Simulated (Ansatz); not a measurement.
# What isotropic strain −1.38 % does to ZnTe

Take ZnTe in the zinc blende structure (space group F-43m, No. 216; a = 6.113 Å) as the base.

The change: every lattice vector is shortened by 1.38 %; the atoms relax in the strained cell.

Method: DFT with r2SCAN, PAW potentials and a 500 eV plane-wave cutoff in Ansatz (an electronic-structure program), no spin-orbit coupling. k-mesh 9×9×9 (Γ-centred); smearing 0.05 eV (Fermi–Dirac).

```csv
quantity,base,changed,shift
volume per atom,28.56 Å³,27.39 Å³,-1.17 Å³
space group,F-43m (No. 216),F-43m (No. 216),–
shortest interatomic distance,2.647 Å,2.611 Å,-0.0365 Å
energy relative to the base (free energy F),0 meV/atom,+8.0 meV/atom,+8.0 meV/atom
band gap,1.79 eV,2.00 eV,+0.21 eV
gap character,direct at Γ,direct at Γ,–
mean gap deformation potential ΔEg/Δln V,–,-5.1 eV,–
width of the top valence band,2.63 eV,2.84 eV,+0.201 eV
electron mass,0.11 mₑ (at Γ),0.12 mₑ (at Γ),–
"valley order (the lowest conduction-band minima on the path, energy above the VBM, named in the base's zone)","Γ 1.79 eV; L along ⟨111⟩ 2.20 eV; a point along ⟨100⟩, about 0.9 Å⁻¹ from Γ 2.54 eV","Γ 2.00 eV; L along ⟨111⟩ 2.26 eV; a point along ⟨100⟩, about 0.9 Å⁻¹ from Γ 2.47 eV",–
```

Final structure:

```
CELL_PARAMETERS angstrom
      0.00000     3.01452     3.01452
      3.01452     0.00000     3.01452
      3.01452     3.01452     0.00000
ATOMIC_POSITIONS crystal
  Te 0.75000 0.75000 0.75000
  Zn 0.00000 0.00000 0.00000
```

With Te present, leaving out spin-orbit coupling can change the band edges. Masses are band curvatures over ±0.01 Å⁻¹ around the edge. Whether these cells are dynamically stable was not tested.
